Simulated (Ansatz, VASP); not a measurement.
# Zn in VASP and in Ansatz

```
CELL_PARAMETERS angstrom
-1.58190 1.58190 1.58190
1.58190 -1.58190 1.58190
1.58190 1.58190 -1.58190
ATOMIC_POSITIONS crystal
Zn 0.00000 0.00000 0.00000
```

Change from the starting cell: volume scaled by 1.03.

Alike in both runs: task single point; functional PBE; k mesh 17 × 17 × 17; occupations fermi-dirac, width 0.05 eV; no spin polarisation.

|  | VASP | Ansatz |
| --- | --- | --- |
| version | VASP 6.6.1 | Ansatz 0.2.0 |
| potentials or method | VASP PAW PBE potentials, release 64 (Zn), cutoff 520 eV | all-electron LAPW, scalar-relativistic |

Ansatz gave:

| Property | Result |
| --- | --- |
| pressure (GPa) | -1.8 |

Problem. Which values does VASP return?

Solution. Pressure (GPa): -1.6.

Ansatz ran all-electron here, so the differences hold the error of VASP's frozen core and of both bases.
